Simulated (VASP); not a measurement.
# Pm (Fm-3m) in VASP: further runs

Runs on Pm. Level: LDA. Tasks: single point.

Everything below comes from runs of VASP 6.6.1. Logs are shortened: lines on timing, memory, paths and dates and some standing lists are left out, and cuts for length are marked.

**1. The structure**

The structure is cubic, space group Fm-3m (No. 225). Conventional cell: a = 5.168 Å, b = 5.168 Å, c = 5.168 Å, α = 90.00°, β = 90.00°, γ = 90.00°. Pm (site symmetry m-3m) is surrounded by 12 Pm at 3.65 Å.

This isn't the form of Pm at room conditions, which is double hcp.

**2. Single point, LDA, collinear spin, ferromagnetic start**

The input, INCAR:

```
PREC     = Accurate       # precision mode
ENCUT    = 450            # plane-wave cutoff, eV
EDIFF    = 1E-6           # SCF threshold, eV
ISMEAR   = -1             # smearing method
SIGMA    = 0.2            # smearing width, eV
LREAL    = F              # projectors in reciprocal space
LASPH    = T              # aspherical terms in the spheres
NELM     = 100            # most SCF steps
ALGO     = Normal         # electronic algorithm
ISIF     = 2              # what is computed and relaxed
LWAVE    = F              # write WAVECAR
LCHARG   = F              # write CHGCAR
ISPIN    = 2              # spin polarisation
MAGMOM   = 4              # initial moments
LORBIT   = 11             # projections on sites
LMAXMIX  = 6              # l up to which the mixer works
GGA      = CA             # functional
NBANDS   = 18             # bands
ADDGRID  = F
```

The input, KPOINTS:

```
Automatic mesh
0
Gamma
  9 9 9
```

The input, POSCAR:

```
Pm
1.0
    0.0000000000      2.5841748100      2.5841748100
    2.5841748100      0.0000000000      2.5841748100
    2.5841748100      2.5841748100      0.0000000000
Pm
1
Direct
    0.0000000000      0.0000000000      0.0000000000
```

Potentials or basis: VASP PAW PBE potentials, release 64 (Pm).

Run with:

```console
> cat potpaw_PBE.64/Pm/POTCAR > POTCAR
> mpirun -np 1 vasp_std > vasp.out
```

OUTCAR:

```text
PREC = Accurate
   ENCUT = 450
   EDIFF = 1E-6
   ISMEAR = -1
   LREAL = F
   LASPH = T
   NELM = 100
   ISIF = 2
   ISPIN = 2
   LORBIT = 11
   GGA = CA

 Found     35 irreducible k-points:

 Following reciprocal coordinates:
            Coordinates               Weight
  0.000000  0.000000  0.000000      1.000000
  0.111111  0.000000  0.000000      8.000000
  0.222222  0.000000  0.000000      8.000000
  0.333333  0.000000  0.000000      8.000000
  0.444444  0.000000  0.000000      8.000000
  0.111111  0.111111  0.000000      6.000000
   k-points           NKPTS =     35   k-points in BZ     NKDIM =     35   number of bands    NBANDS=     18
   number of dos      NEDOS =    301   number of ions     NIONS =      1
   total plane-waves  NPLWV =  21952
   dimension x,y,z NGX =    28 NGY =   28 NGZ =   28
   dimension x,y,z NGXF=    56 NGYF=   56 NGZF=   56
   ions per type =               1
   NGX,Y,Z   is equivalent  to a cutoff of  12.74, 12.74, 12.74 a.u.
   NGXF,Y,Z  is equivalent  to a cutoff of  25.47, 25.47, 25.47 a.u.
 SYSTEM =  unknown system
   PREC   = accura    normal or accurate (medium, high low for compatibility)
   ISTART =      0    job   : 0-new  1-cont  2-samecut
   ICHARG =      2    charge: 1-file 2-atom 10-const
   ISPIN  =      2    spin polarized calculation?
   LNONCOLLINEAR =      F non collinear calculations
   LSORBIT =      F    spin-orbit coupling
   LASPH  =      T    aspherical Exc in radial PAW
   ENCUT  =  450.0 eV  33.07 Ry    5.75 a.u.   6.32  6.32  6.32*2*pi/ulx,y,z
   NELM   =    100;   NELMIN=  2; NELMDL= -5     # of ELM steps
   EDIFF  = 0.1E-05   stopping-criterion for ELM
[... 19 lines left out ...]
     AMIX_MAG =   1.60;   BMIX_MAG =  1.00
  volume/ion in A,a.u.               =      34.51       232.91
  Fermi-wavevector in a.u.,A,eV,Ry     =   1.240052  2.343359 20.922086  1.537730
  Thomas-Fermi vector in A             =   2.374509
   LORBIT       =     11    0 simple, 1 ext, 2 COOP (PROOUT), +10 PAW based schemes
[... 5 lines left out ...]
   LRPA    =     F    only Hartree local field effects (RPA)
 spin polarized calculation
  energy-cutoff  :      450.00
  volume of cell :       34.51
 maximum number of plane-waves:       759
 NGX is ok and might be reduce to    28

 number of electron      15.0000002 magnetization       5.0930828

 Free energy of the ion-electron system (eV)
  ---------------------------------------------------
  ext. energy  EPLUGINS =         0.00000000
  ---------------------------------------------------
  free energy    TOTEN  =        -8.47599504 eV

  energy without entropy =       -7.54076967  energy(sigma->0) =       -8.00838235

 E-fermi :   5.5683     XC(G=0): -10.0597

 val. band max:        5.5645600974   @ k =  -0.2222   0.2222   0.0000
 cond. band min:       5.5749867893   @ k =  -0.3333   0.1111   0.0000
 fundamental gap:      0.0104266920
 Fermi energy:         5.5683158874

 spin component 1

 k-point     1 :       0.0000    0.0000    0.0000
  band No.  band energies     occupation
      1     -32.8830      1.00000
      2     -12.9049      1.00000
      3     -12.9049      1.00000
      4     -12.9049      1.00000
      5       1.4248      1.00000
      6       5.1164      0.90547
[... 10 lines left out ...]
     17       9.7063      0.00000
     18      14.8949      0.00000

 k-point     2 :       0.1111    0.0000    0.0000
  band No.  band energies     occupation
      1     -32.8699      1.00000
      2     -13.0397      1.00000
      3     -12.9211      1.00000
      4     -12.9211      1.00000
      5       1.7763      1.00000
      6       5.0965      0.91365
[... 10 lines left out ...]
     17       9.5544      0.00000
     18      15.5360      0.00000

 k-point     3 :       0.2222    0.0000    0.0000
  band No.  band energies     occupation
      1     -32.8359      1.00000
      2     -13.3650      1.00000
      3     -12.9616      1.00000
      4     -12.9616      1.00000
      5       2.6373      1.00000
      6       5.0880      0.91694
[... 34 lines left out ...]
 k-point     5 :       0.4444    0.0000    0.0000
  band No.  band energies     occupation
      1     -32.7710      1.00000
      2     -13.9256      1.00000
      3     -13.0363      1.00000
      4     -13.0363      1.00000
      5       3.6021      0.99995
      6       5.1577      0.88625
[... 10 lines left out ...]
     17      11.4165      0.00000
     18      14.2547      0.00000

 k-point     6 :       0.1111    0.1111    0.0000
  band No.  band energies     occupation
      1     -32.8653      1.00000
      2     -13.0368      1.00000
      3     -12.9501      1.00000
      4     -12.9501      1.00000
      5       1.8945      1.00000
      6       5.0836      0.91862
[... 10 lines left out ...]
     17       9.9014      0.00000
     18      15.8020      0.00000

 [... further k-points ...]

 spin component 2

 k-point     1 :       0.0000    0.0000    0.0000
  band No.  band energies     occupation
      1     -30.9270      1.00000
      2     -11.3308      1.00000
      3     -11.3308      1.00000
      4     -11.3308      1.00000
      5       2.1329      1.00000
      6       7.7577      0.00002
[... 10 lines left out ...]
     17      10.6217      0.00000
     18      15.9181      0.00000

 k-point     2 :       0.1111    0.0000    0.0000
  band No.  band energies     occupation
      1     -30.9118      1.00000
      2     -11.4841      1.00000
      3     -11.3488      1.00000
      4     -11.3488      1.00000
      5       2.4975      1.00000
      6       7.3521      0.00013
[... 10 lines left out ...]
     17      10.4998      0.00000
     18      16.5141      0.00000

 k-point     3 :       0.2222    0.0000    0.0000
  band No.  band energies     occupation
      1     -30.8728      1.00000
      2     -11.8508      1.00000
      3     -11.3937      1.00000
      4     -11.3937      1.00000
      5       3.3820      0.99998
      6       6.9207      0.00116
[... 34 lines left out ...]
 k-point     5 :       0.4444    0.0000    0.0000
  band No.  band energies     occupation
      1     -30.7982      1.00000
      2     -12.4755      1.00000
      3     -11.4763      1.00000
      4     -11.4763      1.00000
      5       4.3505      0.99774
      6       7.6089      0.00004
[... 10 lines left out ...]
     17      12.4371      0.00000
     18      15.1994      0.00000

 k-point     6 :       0.1111    0.1111    0.0000
  band No.  band energies     occupation
      1     -30.9067      1.00000
      2     -11.4808      1.00000
      3     -11.3815      1.00000
      4     -11.3815      1.00000
      5       2.6198      1.00000
      6       7.1906      0.00030
[... 10 lines left out ...]
     17      10.8443      0.00000
     18      16.7777      0.00000

 [... further k-points ...]
[... 5 lines left out ...]
  --------------------------------------------------------------------------------------
  -------------------------------------------------------------------------------------
  Total       -0.5499041     -0.5499041     -0.5499041      0.0000000      0.0000000     -0.0000000
  in kB      -25.5271219    -25.5271219    -25.5271219      0.0000000      0.0000000     -0.0000000
  external PRESSURE =     -25.5271219 kB  Pullay stress =       0.0000000 kB

 VOLUME and BASIS-vectors are now :
 -----------------------------------------------------------------------------
  energy-cutoff  :      450.00
  volume of cell :       34.51
      direct lattice vectors                 reciprocal lattice vectors
     0.000000000  2.584174810  2.584174810    -0.193485363  0.193485363  0.193485363
     2.584174810  0.000000000  2.584174810     0.193485363 -0.193485363  0.193485363
     2.584174810  2.584174810  0.000000000     0.193485363  0.193485363 -0.193485363

 POSITION                                       TOTAL-FORCE (eV/Angst)
 -----------------------------------------------------------------------------------
      0.00000      0.00000      0.00000         0.000000     -0.000000      0.000000
 -----------------------------------------------------------------------------------
    total drift:                               -0.000000     -0.000000     -0.000000

  FREE ENERGIE OF THE ION-ELECTRON SYSTEM (eV)
  ---------------------------------------------------
  free  energy   TOTEN  =        -8.4759950367 eV

  energy  without entropy=       -7.5407696659  energy(sigma->0) =       -8.00838235

 total charge

# of ion       s       p       d       f       tot
--------------------------------------------------
    1        2.046   5.475   0.499   4.390  12.409

 magnetization (x)

# of ion       s       p       d       f       tot
--------------------------------------------------
    1        0.000   0.027   0.162   4.372   4.560
```

OSZICAR:

```text
N       E                     dE             d eps       ncg     rms          rms(c)
DAV:   1     0.101491978810E+03    0.10149E+03   -0.55623E+03  2662   0.114E+03
DAV:   2     0.436295167240E+01   -0.97129E+02   -0.85701E+02  2936   0.192E+02
DAV:   3    -0.720961808060E+01   -0.11573E+02   -0.10957E+02  3194   0.749E+01
DAV:   4    -0.784299115992E+01   -0.63337E+00   -0.62637E+00  4002   0.167E+01
DAV:   5    -0.786144216779E+01   -0.18451E-01   -0.18439E-01  3344   0.232E+00    0.289E+01
DAV:   6    -0.193923888969E+02   -0.11531E+02   -0.55342E+01  3154   0.639E+01    0.389E+01
DAV:   7    -0.898611742814E+01    0.10406E+02   -0.17222E+01  3194   0.340E+01    0.862E+00
DAV:   8    -0.873722986963E+01    0.24889E+00   -0.40248E+00  3554   0.174E+01    0.130E+01
DAV:   9    -0.852921665906E+01    0.20801E+00   -0.16982E-01  3756   0.439E+00    0.561E+00
DAV:  10    -0.849981056195E+01    0.29406E-01   -0.23681E-01  3438   0.535E+00    0.347E+00
DAV:  11    -0.847757687983E+01    0.22234E-01   -0.27525E-02  3662   0.181E+00    0.100E+00
DAV:  12    -0.847812638182E+01   -0.54950E-03   -0.32447E-04  3536   0.114E-01    0.107E+00
DAV:  13    -0.847655290439E+01    0.15735E-02   -0.10133E-03  3366   0.350E-01    0.528E-01
DAV:  14    -0.847603682476E+01    0.51608E-03   -0.16415E-03  3630   0.434E-01    0.158E-01
DAV:  15    -0.847600214978E+01    0.34675E-04   -0.56051E-05  3916   0.772E-02    0.604E-02
DAV:  16    -0.847599639884E+01    0.57509E-05   -0.54813E-06  3340   0.260E-02    0.267E-02
DAV:  17    -0.847599498386E+01    0.14150E-05   -0.26260E-06  2412   0.180E-02    0.608E-04
DAV:  18    -0.847599503675E+01   -0.52888E-07   -0.14116E-07  1378   0.365E-03
   1 F= -.84759950E+01 E0= -.80083824E+01  d E =-.935225E+00  mag=     5.0930
```

stdout:

```text
POSCAR found type information on POSCAR Pm
 POSCAR found :  1 types and       1 ions
 scaLAPACK will be used
 -----------------------------------------------------------------------------
|                                                                             |
|                                                                             |
|     You enforced a specific xc type in the INCAR file but a different       |
|     I HOPE YOU KNOW WHAT YOU ARE DOING!                                     |
|                                                                             |
 -----------------------------------------------------------------------------

 LDA part: xc-table for (Slater(with rela. corr.)+CA(PZ))
 , standard interpolation
 POSCAR, INCAR and KPOINTS ok, starting setup
 FFT: planning ... GRIDC
 FFT: planning ... GRID_SOFT
 FFT: planning ... GRID
 WAVECAR not read
 entering main loop
```

Run time: 25 s. Hardware: 1 thread of Intel Xeon 6975P-C (Granite Rapids), shared host; peak memory 0.17 GiB.

These settings aren't checked as converged: the numbers below hold their error.

Results:

```yaml
Free_energy: -8.4760 eV
Pressure: -2.6 GPa
Band_gap_on_the_k_mesh: none (metal or under the smearing width)
Net_moment: 5.09 μB per cell
Site_moments: Pm +4.56 μB
Valence_electrons_inside_the_program's_atomic_spheres: Pm 12.41
```

Caveat: the magnetic or orbital state may not be the lowest; the PAW data sets were made with another functional, which shifts forces and pressure a little; spin-orbit coupling is left out, which moves the levels of the heavy elements.

**3. Single point, LDA, collinear spin, ferromagnetic start**

This run uses another cell than the first one, of the same volume but with other edges.

INCAR is that of step 2.

KPOINTS is that of step 2.

The input, POSCAR:

```
Pm
1.0
   -0.0555010000      2.5655700000      2.5293400000
    2.5242190000     -0.0080540000      2.4818930000
    2.6229240000      2.6168280000     -0.1067590000
Pm
1
Direct
    0.0077670000      0.0042080000     -0.0216400000
```

Potentials or basis: VASP PAW PBE potentials, release 64 (Pm).

Run with:

```console
> cat potpaw_PBE.64/Pm/POTCAR > POTCAR
> mpirun -np 1 vasp_std > vasp.out
```

OUTCAR:

```text
PREC = Accurate
   ENCUT = 450
   EDIFF = 1E-6
   ISMEAR = -1
   LREAL = F
   LASPH = T
   NELM = 100
   ISIF = 2
   ISPIN = 2
   LORBIT = 11
   GGA = CA

 Found    365 irreducible k-points:

 Following reciprocal coordinates:
            Coordinates               Weight
  0.000000  0.000000  0.000000      1.000000
  0.111111  0.000000  0.000000      2.000000
  0.222222  0.000000  0.000000      2.000000
  0.333333 -0.000000  0.000000      2.000000
  0.444444  0.000000  0.000000      2.000000
  0.000000  0.111111 -0.000000      2.000000
   k-points           NKPTS =    365   k-points in BZ     NKDIM =    365   number of bands    NBANDS=     18
   number of dos      NEDOS =    301   number of ions     NIONS =      1
[... 338 lines left out ...]
  Total       -0.5669374     -0.5742077     -0.5315422     -0.0623905      0.0895465      0.2327361
  in kB      -26.3178227    -26.6553164    -24.6747415     -2.8962333      4.1568416     10.8038505
  external PRESSURE =     -25.8826269 kB  Pullay stress =       0.0000000 kB

 VOLUME and BASIS-vectors are now :
 -----------------------------------------------------------------------------
  energy-cutoff  :      450.00
  volume of cell :       34.51
      direct lattice vectors                 reciprocal lattice vectors
    -0.055501000  2.565570000  2.529340000    -0.188150331  0.196421533  0.191996440
     2.524219000 -0.008054000  2.481893000     0.199708474 -0.192047705  0.199180755
     2.622924000  2.616828000 -0.106759000     0.185079531  0.188976904 -0.187622612

 POSITION                                       TOTAL-FORCE (eV/Angst)
 -----------------------------------------------------------------------------------
      2.57635      2.58009     -0.07436         0.000000      0.000000     -0.000000
 -----------------------------------------------------------------------------------
    total drift:                                0.000006      0.000001     -0.000001

  FREE ENERGIE OF THE ION-ELECTRON SYSTEM (eV)
  ---------------------------------------------------
  free  energy   TOTEN  =        -8.4673287403 eV

  energy  without entropy=       -7.5326596742  energy(sigma->0) =       -7.99999421

 total charge

# of ion       s       p       d       f       tot
--------------------------------------------------
    1        2.046   5.474   0.501   4.390  12.411

 magnetization (x)

# of ion       s       p       d       f       tot
--------------------------------------------------
    1        0.000   0.027   0.163   4.372   4.561
```

Wall time 3.1 min (1 thread of Intel Xeon 6975P-C (Granite Rapids), shared host); peak memory 0.37 GiB.

The run converged, but some of its settings lie outside the range that counts as converged, so its numbers aren't taken as properties of the crystal.

What came out:

- Free energy: -8.4673 eV
- Pressure: -2.6 GPa
- Band gap on the k mesh: none (metal or under the smearing width)
- Net moment: 5.09 μB per cell
- Site moments: Pm +4.56 μB
- Valence electrons inside the program's atomic spheres: Pm 12.41

Caveat: the magnetic or orbital state may not be the lowest; the PAW data sets were made with another functional, which shifts forces and pressure a little; spin-orbit coupling is left out, which moves the levels of the heavy elements.

**4. Single point, LDA, collinear spin, ferromagnetic start**

INCAR: that of step 3 with these lines changed.

```diff
@@ -4,3 +4,3 @@
 ISMEAR   = -1             # smearing method
-SIGMA    = 0.2            # smearing width, eV
+SIGMA    = 0.4            # smearing width, eV
 LREAL    = F              # projectors in reciprocal space
```

KPOINTS is that of step 3.

The input, POSCAR:

```
Pm
1.0
    0.0000000000      2.5841748100      2.5841748100
    2.5841748100      0.0000000000      2.5841748100
    2.5841748100      2.5841748100      0.0000000000
Pm
1
Direct
    0.0000000000      0.0000000000      0.0000000000
```

Run with:

```console
> cat potpaw_PBE.64/Pm/POTCAR > POTCAR
> mpirun -np 1 vasp_std > vasp.out
```

Wall time 22 s (1 thread of Intel Xeon 6975P-C (Granite Rapids), shared host); peak memory 0.17 GiB.

The run converged, but some of its settings lie outside the range that counts as converged, so its numbers aren't taken as properties of the crystal.

What came out:

* Free energy: -9.5551 eV
* Pressure: -1.2 GPa
* Band gap on the k mesh: none (metal or under the smearing width)
* Net moment: 4.93 μB per cell
* Site moments: Pm +4.47 μB
* Valence electrons inside the program's atomic spheres: Pm 12.41

Caveat: the magnetic or orbital state may not be the lowest; the PAW data sets were made with another functional, which shifts forces and pressure a little; spin-orbit coupling is left out, which moves the levels of the heavy elements.

**5. The reference run**

An earlier run on the cell as given: functional PBE; potentials or basis VASP PAW PBE potentials, release 64 (Pm); cutoff 520 eV; k mesh 9 × 9 × 9; occupations fermi-dirac, width 0.05 eV; collinear spin, ferromagnetic start; starting moments [4.0] μB.

- Pressure: 1.1 GPa
- Band gap on the k mesh: none (metal or under the smearing width)
- Net moment: 5.45 μB per cell
- Site moments: Pm +4.67 μB
- Valence electrons inside the program's atomic spheres: Pm 12.42
